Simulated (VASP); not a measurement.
Calculation: PW91 GGA, VASP's PBE PAW potentials (set 64) (plane waves; VASP).

A VASP calculation is set up with these files.

INCAR:
```
SYSTEM=CsCl
PREC=Accurate; ENCUT=400; LREAL=.FALSE.
LASPH=.TRUE.
EDIFF=1E-6; NELM=100; ALGO=Normal
LMAXMIX=4
ISMEAR=0; SIGMA=0.05
GGA=91
ISIF=2
LWAVE=.FALSE.; LCHARG=.FALSE.
```

POSCAR:
```
CsCl
1
    4.2024000000     0.0000000000     0.0000000000
    0.0000000000     4.2024000000     0.0000000000
    0.0000000000     0.0000000000     4.2024000000
Cs Cl
1 1
Direct
  0.0000000000   0.0000000000   0.0000000000
  0.5000000000   0.5000000000   0.5000000000
```

### KPOINTS
```
Automatic
0
G
6 6 6
```

POTCAR, in this order: Cs_sv Cl (PBE.64 set). Program: vasp_std.

Output of the run:

File OUTCAR:
```
 ion  position               nearest neighbor table
   1  0.000  0.000  0.000-
   2  0.500  0.500  0.500-
  LATTYP: Found a simple cubic cell.
 ALAT       =     4.2024000000
 Subroutine PRICEL returns:
 Original cell was already a primitive cell.
 Subroutine GETGRP returns: Found 48 space group operations
The static configuration has the point symmetry O_h .
The dynamic configuration has the point symmetry O_h .
 Subroutine INISYM returns: Found 48 space group operations
 Subroutine IBZKPT returns following result:
 Found     20 irreducible k-points:

 Following reciprocal coordinates:
            Coordinates               Weight
  0.000000  0.000000  0.000000      1.000000
  0.166667  0.000000  0.000000      6.000000
  0.333333  0.000000  0.000000      6.000000
  0.500000  0.000000  0.000000      3.000000
  0.166667  0.166667  0.000000     12.000000
  0.333333  0.166667  0.000000     24.000000
  0.500000  0.166667  0.000000     12.000000
  0.333333  0.333333  0.000000     12.000000
  0.500000  0.333333  0.000000     12.000000
  0.500000  0.500000  0.000000      3.000000
  0.166667  0.166667  0.166667      8.000000
  0.333333  0.166667  0.166667     24.000000
  0.500000  0.166667  0.166667     12.000000
  0.333333  0.333333  0.166667     24.000000
  0.500000  0.333333  0.166667     24.000000
  0.500000  0.500000  0.166667      6.000000
  0.333333  0.333333  0.333333      8.000000
  0.500000  0.333333  0.333333     12.000000
  0.500000  0.500000  0.333333      6.000000
  0.500000  0.500000  0.500000      1.000000
   k-points           NKPTS =     20   k-points in BZ     NKDIM =     20   number of bands    NBANDS=     12
   number of dos      NEDOS =    301   number of ions     NIONS =      2
   total plane-waves  NPLWV =  21952
   dimension x,y,z NGX =    28 NGY =   28 NGZ =   28
...
```

**OSZICAR**
```
       N       E                     dE             d eps       ncg     rms          rms(c)
DAV:   1     0.909744305446E+02    0.90974E+02   -0.59763E+03   480   0.930E+02
DAV:   2    -0.213220745490E+00   -0.91188E+02   -0.84665E+02   732   0.177E+02
DAV:   3    -0.698193176775E+01   -0.67687E+01   -0.67489E+01   604   0.547E+01
DAV:   4    -0.705085560356E+01   -0.68924E-01   -0.68902E-01   556   0.701E+00
DAV:   5    -0.705179434466E+01   -0.93874E-03   -0.93865E-03   604   0.812E-01    0.228E+00
DAV:   6    -0.665021869157E+01    0.40158E+00   -0.68981E-01   560   0.466E+00    0.167E+00
DAV:   7    -0.660033227468E+01    0.49886E-01   -0.20718E-01   644   0.252E+00    0.100E+00
DAV:   8    -0.660068800152E+01   -0.35573E-03   -0.16511E-02   556   0.968E-01    0.146E-01
DAV:   9    -0.660132259962E+01   -0.63460E-03   -0.42216E-03   624   0.408E-01    0.121E-01
DAV:  10    -0.660143073867E+01   -0.10814E-03   -0.39400E-04   568   0.154E-01    0.168E-02
DAV:  11    -0.660144836559E+01   -0.17627E-04   -0.36530E-05   628   0.428E-02    0.697E-03
DAV:  12    -0.660144798427E+01    0.38132E-06   -0.11438E-05   560   0.210E-02    0.236E-03
DAV:  13    -0.660144789756E+01    0.86711E-07   -0.37399E-07   376   0.465E-03
   1 F= -.66014479E+01 E0= -.66014479E+01  d E =-.217834E-18
```

### OUTCAR
```
------------------------ aborting loop because EDIFF is reached ----------------------------------------
  FORCE on cell =-STRESS in cart. coord.  units (eV):
  Direction    XX          YY          ZZ          XY          YZ          ZX
  --------------------------------------------------------------------------------------
  Total       -0.0388089     -0.0388089     -0.0388089     -0.0000000      0.0000000      0.0000000
  in kB       -0.8378184     -0.8378184     -0.8378184     -0.0000000      0.0000000      0.0000000
  external PRESSURE =      -0.8378184 kB  Pullay stress =       0.0000000 kB
  volume of cell :       74.22
      direct lattice vectors                 reciprocal lattice vectors
     4.202400000  0.000000000  0.000000000     0.237959261  0.000000000  0.000000000
     0.000000000  4.202400000  0.000000000     0.000000000  0.237959261  0.000000000
     0.000000000  0.000000000  4.202400000     0.000000000  0.000000000  0.237959261
 POSITION                                       TOTAL-FORCE (eV/Angst)
 -----------------------------------------------------------------------------------
      0.00000      0.00000      0.00000         0.000000      0.000000      0.000000
      2.10120      2.10120      2.10120         0.000000      0.000000      0.000000
 -----------------------------------------------------------------------------------
    total drift:                                0.000000      0.000000      0.000000
  FREE ENERGIE OF THE ION-ELECTRON SYSTEM (eV)
  ---------------------------------------------------
  free  energy   TOTEN  =        -6.6014478976 eV

  energy  without entropy=       -6.6014478976  energy(sigma->0) =       -6.60144790
```
(Selected blocks of OUTCAR.)

OUTCAR:
```
 val. band max:       -0.6560050645   @ k =   0.0000   0.0000   0.0000

 cond. band min:       4.3616098386   @ k =   0.0000   0.0000   0.0000


 Fermi energy:        -0.3596672480

 k-point     1 :       0.0000    0.0000    0.0000
  band No.  band energies     occupation
      1     -20.0579      2.00000
      2     -12.7330      2.00000
      3      -6.6312      2.00000
      4      -6.6312      2.00000
      5      -6.6312      2.00000
      6      -0.6560      2.00000
      7      -0.6560      2.00000
      8      -0.6560      2.00000
      9       4.3616      0.00000
     10       4.7785      0.00000
     11       4.7785      0.00000
     12       9.1448      0.00000

 k-point     2 :       0.1667    0.0000    0.0000
  band No.  band energies     occupation
      1     -20.0418      2.00000
      2     -12.7389      2.00000
      3      -6.7624      2.00000
      4      -6.6032      2.00000
      5      -6.6032      2.00000
      6      -0.9684      2.00000
      7      -0.7018      2.00000
      8      -0.7018      2.00000
      9       4.9461      0.00000
     10       4.9521      0.00000
     11       5.3773      0.00000
     12       8.9342      0.00000

 k-point     3 :       0.3333    0.0000    0.0000
  band No.  band energies     occupation
      1     -20.0093      2.00000
      2     -12.7528      2.00000
      3      -7.0004      2.00000
      4      -6.5458      2.00000
      5      -6.5458      2.00000
      6      -1.4866      2.00000
      7      -0.7969      2.00000
      8      -0.7969      2.00000
      9       5.3992      0.00000
     10       6.0637      0.00000
     11       6.8838      0.00000
     12       8.6656      0.00000

 k-point     4 :       0.5000    0.0000    0.0000
  band No.  band energies     occupation
      1     -19.9928      2.00000
      2     -12.7608      2.00000
      3      -7.1087      2.00000
      4      -6.5164      2.00000
      5      -6.5164      2.00000
      6      -1.7110      2.00000
...
```

Unless said otherwise, spin-orbit coupling is left out, though it shifts the bands of the heavy elements here.

The compound is CsCl in the CsCl type structure. The cell was not relaxed at this level. The run is one of a series of settings (GGA = 91 against the base run), some of them coarse on purpose.
